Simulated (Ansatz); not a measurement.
# La2O3 (P-62m) in Ansatz: notebook

One crystal, La2O3, is run at these levels: PBEsol, LDA; tasks: band structure.

Program: Ansatz 0.2.0. These are calculated values, not measurements. Logs are shortened: lines on timing, memory, paths and dates and some standing lists are left out, and cuts for length are marked.

## Step 1: The crystal as given

The structure is hexagonal, space group P-62m (No. 189). Conventional cell: a = 6.267 Å, b = 6.267 Å, c = 3.300 Å, α = 90.00°, β = 90.00°, γ = 120.00°. La (site symmetry -6) is surrounded by 6 O at 2.45 Å. O (site symmetry m2m) has 4 La at 2.45 Å as nearest neighbours.

The cell comes from a database or a generator and needn't be the stable form of this composition.

## Step 2: Band structure, PBEsol

Input file input.yaml:

```yaml
crystal:
  lattice:
    - [6.2667802772, 0.0, 0.0]
    - [-3.1333901386, 5.42719092, 0.0]
    - [0.0, 0.0, 3.299766]
  atoms:
    - { symbol: La, position: [0.6666666667, 0.3333333333, 0.5] }
    - { symbol: La, position: [0.3333333333, 0.6666666667, 0.5] }
    - { symbol: O, position: [0.50801399, 0.0, 0.0] }
    - { symbol: O, position: [0.0, 0.50801399, 0.0] }
    - { symbol: O, position: [0.49198601, 0.49198601, 0.0] }
kpoints:
  mp_grid: { grid: [5, 5, 8] }
  band_path:
    path:
      - [0.0, 0.0, 0.0]
      - [0.5, 0.0, 0.0]
      - [0.3333333333, 0.3333333333, 0.0]
      - [0.0, 0.0, 0.0]
      - [0.0, 0.0, 0.5]
      - [0.5, 0.0, 0.5]
      - [0.3333333333, 0.3333333333, 0.5]
      - [0.0, 0.0, 0.5]
    npoints: 10
scf:
  occupations: { method: fermi_dirac, width: 0.05 }
hamiltonian:
  xc: pbesol
  pseudopotentials: { kind: all_electron, lapw: { basis_error: 0.002 } }
output:
  forces: true
  stress: true
  eigenvalues: true
```

Potentials or basis: all-electron LAPW, scalar-relativistic.

Started as:

```
$ ansatz run input.yaml --threads 4 --pin off --max-ram 14336MiB --backend cpu --events-out ev --progress --plain --runs-dir out
```

The program printed:

```text
Warning: RAYON_NUM_THREADS=4 ignored (pool sized by the plan → 4); use --threads N
LAPW: plane waves up to 7.874 Å⁻¹, error target 2.0e-3 eV per atom; small_component_spin mean_spin; O in spheres of 1.135 Å, 6 of its electrons in bands, Dirac shells []; La in spheres of 1.314 Å, 29 of its electrons in bands, Dirac shells [] (how accurate: hamiltonian.pseudopotentials.lapw.basis_error, Limitations)
Engine: ansatz 0.2.0, x86_64-unknown-linux-gnu
Pseudopotentials: kind: all_electron
Pseudopotential: La, LAPW, valence charge 29, lapw/all_electron/scalar/gaussian/La, Koelling and Harmon's equation, gaussian nucleus
Pseudopotential: O, LAPW, valence charge 6, lapw/all_electron/scalar/gaussian/O, Koelling and Harmon's equation, gaussian nucleus
Functional definition: PBEsol
  exchange = pbesol_x
  correlation = pbesol_c
Crystal: 5 atoms, lattice volume = 112.228 Å³
Basis set: ecut = 236.21984970417122 eV, 915 PW (Γ), exchange–correlation at level 2
Bands: 46, of which v1, the nominal top of the filled ones, is band 38 counted from 1 (37 counted from 0)
Symmetry: 12 space group operations
Space group: P-62m (ITA 189), of the structure as read, at distance tolerance 4.8e-5 Å
k-points: 25 of 200 (time reversal used)
Non-local potential: La, projectors of the file, none
Non-local potential: O, projectors of the file, none
Initial density: superposition of atomic densities (chi_scale 0.1, normalization cell, long waves kept (reshape's long-wave potential 0.01 eV rms))
Initial wavefunctions: plane waves of lowest kinetic energy (no species holds an atomic orbital)
Functional: x = pbesol(κ = 0.804, μ = 0.12345679012345678), c = pbesol(β = 0.046)
iter 1 solved again at ethr=1.44e-2 eV; its pass at ethr=1.00e-1 eV (dr2=1.10e1 eV) is discarded
SCF iter   1: F=—  HF=-468179.552806 eV  |F-HF|=—  |Δ(HF+E_count)|=         —  Δρ=7.49e-2  dr2=1.10e1  ethr=1.44e-2  ⟨swp⟩=2.0  Hψ=8086  notcnv=0
preconditioner: auto → Resta (q_TF=auto, 2.557 Å⁻¹)  ε∞=3.2  [insulator: Δε(μ)=4.268 eV  Ē_g=14.208 eV  σ=0.050 eV  W_gap=1.00  n_scr=32 (ndim 8)  ℏωp=21.0 eV  f_vac=0.191  D(μ)=0.00/eV (n_scr^D=0)  ε∞_Penn≈3.2]
SCF iter   2: F=—  HF=-468175.060354 eV  |F-HF|=—  |Δ(HF+E_count)|=    4.49e0  Δρ=3.04e-2  dr2=2.10e0  ethr=1.44e-2  ⟨swp⟩=3.1  Hψ=3965  notcnv=0
preconditioner: auto → none  [metal: Δε(μ)=0.107 eV  Ē_g=11.230 eV  σ=0.050 eV  W_gap=0.48  n_scr=32 (ndim 8)  ℏωp=21.0 eV  f_vac=0.236  D(μ)=0.10/eV (n_scr^D=0)]
SCF iter   3: F=—  HF=-468172.787639 eV  |F-HF|=—  |Δ(HF+E_count)|=    2.27e0  Δρ=1.95e-2  dr2=9.46e-1  ethr=2.77e-3  ⟨swp⟩=3.8  Hψ=4305  notcnv=0
iter 4 solved again at ethr=8.02e-5 eV; its pass at ethr=1.24e-3 eV (dr2=6.09e-2 eV) is discarded
SCF iter   4: F=—  HF=-468172.627934 eV  |F-HF|=—  |Δ(HF+E_count)|=         —  Δρ=5.48e-3  dr2=6.09e-2  ethr=8.02e-5  ⟨swp⟩=2.0  Hψ=6515  notcnv=0
the basis was enlarged: its passes take 416.3 KiB over the memory plan, 4 of 4 planned eigensolver slots
SCF iter   5: F=—  HF=-468172.580696 eV  |F-HF|=—  |Δ(HF+E_count)|=   4.72e-2  Δρ=2.17e-3  dr2=8.39e-3  ethr=8.01e-5  ⟨swp⟩=3.0  Hψ=4060  notcnv=0
SCF iter   6: F=—  HF=-468172.575721 eV  |F-HF|=—  |Δ(HF+E_count)|=   4.97e-3  Δρ=2.66e-4  dr2=1.07e-4  ethr=1.10e-5  ⟨swp⟩=3.0  Hψ=3953  notcnv=0
SCF iter   7: F=—  HF=-468172.575751 eV  |F-HF|=—  |Δ(HF+E_count)|=   3.00e-5  Δρ=5.46e-5  dr2=5.78e-6  ethr=1.41e-7  ⟨swp⟩=3.0  Hψ=3874  notcnv=0
SCF iter   8: F=—  HF=-468172.575765 eV  |F-HF|=—  |Δ(HF+E_count)|=   1.47e-5  Δρ=1.83e-5  dr2=6.53e-7  ethr=7.60e-9  ⟨swp⟩=3.0  Hψ=3760  notcnv=0
SCF iter   9: F=-468172.575765 eV  HF=-468172.575765 eV  |F-HF|=4.77e-9  |Δ(HF+E_count)|=   2.68e-7  Δρ=1.19e-6  dr2=2.82e-9  ethr=8.60e-10  ⟨swp⟩=3.0  Hψ=3854  notcnv=0
SCF 1 converged in 9 iterations: F = -468172.575765 eV  dr2 = 2.82e-9
NSCF: frozen V_eff on 71 k-points
SCF converged after 9 iterations
Free energy (F): -468172.575765 eV
Harris-Foulkes:  -468172.575765 eV  (|F-HF|=4.77e-9)
Internal energy: -468172.575765 eV  (E = F + TS)
E sigma→0 (E₀):  -468172.575765 eV
Fermi energy:    8.756207 eV
--- Per-component energies (eV) ---
  E_band       = -4998.562251
  E_kinetic    = 499547.679099
  E_xc         = -11602.007339
  E_electrostatic = -956118.247524  (all electrons and nuclei)
  E_smearing   = -0.000000  (= −TS)
  E_closure    = 0.000000  (closes the sum)
  E_atoms      = -468130.244083  (free atoms, spherical and without spin; not in F)
  Σ components = -468172.575765   (vs F -468172.575765, Δ=0.00e0)
  Basis errors (estimates in eV, not in F): energy 1.0e-3 per atom: plane waves 9.1e-4 (5.5e-4 summed), levels above the bands 6.0e-35, relativity 1.1e-7, radial functions 8.3e-5, core shells 3.2e-7; eigenvalues (radial functions only) 4.7e-6; not estimated: angular momenta, meshes, grids; target (lapw.basis_error) 2.0e-3; muffin-tin radii O 1.135 Å, La 1.314 Å
--- Forces (eV/Å), atoms counted from 1 ---
  atom   1  La     0.00000000     0.00000000     0.00000000
  atom   2  La     0.00000000    -0.00000000     0.00000000
  atom   3  O     -0.06125270     0.00000000     0.00000000
  atom   4  O      0.03062635    -0.05304640     0.00000000
  atom   5  O      0.03062635     0.05304640     0.00000000
  max |Σ_I F_I| component: 2.08e-17 eV/Å
--- Stress (GPa, compression-positive) ---
        0.221616       0.000000       0.000000
        0.000000       0.221616       0.000000
        0.000000       0.000000      -3.572938
  P = ⅓ Tr σ = -1.0432 GPa (-10.432 kbar)
--- Band table (eV; the first three rows and the last of 25) ---
  k-point 0: bands = ["-248.4227", "-248.4227", "-182.1261", "-182.1261", "-182.1261", "-182.1261", "-182.0909", "-182.0909", "-86.2916", "-86.2916", "-86.2916", "-86.2916", "-86.2696", "-86.2696", "-86.2566", "-86.2566", "-86.2566", "-86.2566", "-22.4902", "-22.2618", "-9.4332", "-9.4332", "-7.7713", "-6.0064", "-6.0064", "-5.3144", "-4.9404", "-4.2029", "-4.2029", "4.6733", "5.7368", "5.7368", "6.0518", "6.0518", "6.9868", "6.9868", "7.2801", "7.5017", "9.4847", "11.4761", "11.9385", "11.9385", "12.7303", "12.7609", "12.7609", "12.7800"]
  k-point 1: bands = ["-248.4227", "-248.4227", "-182.1261", "-182.1261", "-182.1261", "-182.1261", "-182.0909", "-182.0909", "-86.2916", "-86.2916", "-86.2916", "-86.2916", "-86.2695", "-86.2695", "-86.2566", "-86.2566", "-86.2566", "-86.2566", "-22.4429", "-22.2221", "-9.2996", "-9.2996", "-8.2597", "-5.9451", "-5.9451", "-5.3708", "-4.9617", "-4.4638", "-4.4638", "5.2730", "5.8335", "5.8335", "6.0961", "6.0961", "6.6842", "6.6842", "7.1085", "7.3335", "9.9095", "11.6847", "12.0582", "12.0582", "12.6759", "12.7129", "12.7129", "12.7863"]
  k-point 2: bands = ["-248.4227", "-248.4227", "-182.1261", "-182.1261", "-182.1261", "-182.1261", "-182.0909", "-182.0909", "-86.2916", "-86.2916", "-86.2916", "-86.2916", "-86.2693", "-86.2692", "-86.2567", "-86.2567", "-86.2566", "-86.2566", "-22.3253", "-22.1239", "-9.1507", "-8.9154", "-8.9154", "-6.2640", "-5.7909", "-5.7909", "-5.1402", "-5.1402", "-4.3794", "5.7512", "5.7512", "6.0937", "6.0937", "6.3084", "6.4868", "6.4868", "6.5500", "7.4673", "10.8688", "12.0822", "12.2808", "12.2808", "12.5364", "12.5530", "12.5994", "12.5994"]
  k-point 24: bands = ["-248.4227", "-248.4227", "-182.1261", "-182.1261", "-182.1261", "-182.1261", "-182.0909", "-182.0909", "-86.2917", "-86.2916", "-86.2916", "-86.2916", "-86.2689", "-86.2689", "-86.2567", "-86.2567", "-86.2567", "-86.2567", "-22.0825", "-22.0474", "-9.6454", "-9.3117", "-7.9761", "-6.5282", "-6.1420", "-5.9062", "-5.5024", "-5.4726", "-4.8921", "5.2366", "5.8479", "6.0120", "6.0295", "6.1875", "6.3509", "6.4610", "7.2922", "7.3224", "12.3397", "12.3714", "12.3757", "12.3945", "12.5017", "12.5234", "12.6382", "12.7223"]
```

Wall time 28 s (4 threads of Intel Xeon Platinum 8375C at 2.90GHz (Ice Lake), shared host); peak memory 0.52 GiB.

Results:

| Item | Value |
| --- | --- |
| Free energy | -468172.5758 eV |
| Pressure | -1.0 GPa |
| Largest force | 0.061 eV/Å |
| Band gap on the k mesh | 1.46 eV, indirect (least direct gap 1.98 eV) |
| Band gap along the path | 1.46 eV, indirect (least direct gap 1.98 eV) |

Forces in eV/Å, atoms in the order of the input:
```
La   0.000  0.000  0.000
La   0.000  0.000  0.000
O   -0.061  0.000  0.000
O    0.031 -0.053  0.000
O    0.031  0.053  0.000
```

Levels at the corners of the path, in eV from the valence-band top:
| point | band 36 | band 37 | band 38 | band 39 | band 40 | band 41 |
| --- | --- | --- | --- | --- | --- | --- |
| Γ | -1.04 | -0.75 | -0.52 | 1.46 | 3.45 | 3.91 |
| M | -1.20 | -1.18 | -0.99 | 2.60 | 3.46 | 4.19 |
| K | -1.40 | -1.40 | -1.02 | 3.10 | 3.10 | 4.15 |
| Γ | -1.04 | -0.75 | -0.52 | 1.46 | 3.45 | 3.91 |
| A | -1.22 | -0.35 | 0.00 | 4.23 | 4.24 | 4.29 |
| L | -1.44 | -0.71 | -0.65 | 4.29 | 4.30 | 4.33 |
| H | -1.70 | -0.74 | -0.74 | 4.33 | 4.33 | 4.37 |
| A | -1.22 | -0.35 | 0.00 | 4.23 | 4.24 | 4.29 |

Caveat: spin-orbit coupling is left out, which moves the levels of the heavy elements.

## Step 3: Band structure, LDA

Changes to input.yaml since step 2:

```diff
@@ -27,3 +27,3 @@
 hamiltonian:
-  xc: pbesol
+  xc: lda
   pseudopotentials: { kind: all_electron, lapw: { basis_error: 0.002 } }
```

Potentials or basis: all-electron LAPW, scalar-relativistic.

Started as:

```
$ ansatz run input.yaml --threads 4 --pin off --max-ram 14336MiB --backend cpu --events-out ev --progress --plain --runs-dir out
```

It took 25 s on 4 threads of Intel Xeon Platinum 8375C at 2.90GHz (Ice Lake), shared host; peak memory 0.52 GiB.

The run converged. Its results:

```yaml
Free_energy: -467986.0174 eV
Pressure: -3.2 GPa
Largest_force: 0.073 eV/Å
Band_gap_on_the_k_mesh: 1.38 eV, indirect (least direct gap 1.91 eV)
Band_gap_along_the_path: 1.38 eV, indirect (least direct gap 1.91 eV)
```

Forces in eV/Å, atoms in the order of the input:
```
La   0.000  0.000  0.000
La   0.000  0.000  0.000
O   -0.073  0.000  0.000
O    0.037 -0.063  0.000
O    0.037  0.063  0.000
```

Stress tensor (GPa, compression positive):
```
-1.65  0.00  0.00
 0.00 -1.65  0.00
 0.00  0.00 -6.33
```

Levels at the corners of the path, in eV from the valence-band top:
```tsv
point	band 34	band 35	band 36	band 37	band 38	band 39	band 40	band 41	band 42	band 43
Γ	-1.99	-1.03	-1.03	-0.74	-0.52	1.38	3.33	3.88	3.88	4.65
M	-1.75	-1.70	-1.20	-1.17	-0.98	2.56	3.38	4.14	4.20	4.25
K	-1.47	-1.47	-1.40	-1.40	-1.01	3.07	3.07	4.04	4.36	4.36
Γ	-1.99	-1.03	-1.03	-0.74	-0.52	1.38	3.33	3.88	3.88	4.65
A	-1.50	-1.22	-1.22	-0.34	0.00	4.13	4.18	4.24	4.28	4.28
L	-1.83	-1.62	-1.43	-0.71	-0.65	4.14	4.25	4.28	4.31	4.41
H	-1.76	-1.76	-1.69	-0.73	-0.73	4.28	4.28	4.32	4.32	4.36
A	-1.50	-1.22	-1.22	-0.34	0.00	4.13	4.18	4.24	4.28	4.28
```

Caveat: spin-orbit coupling is left out, which moves the levels of the heavy elements.
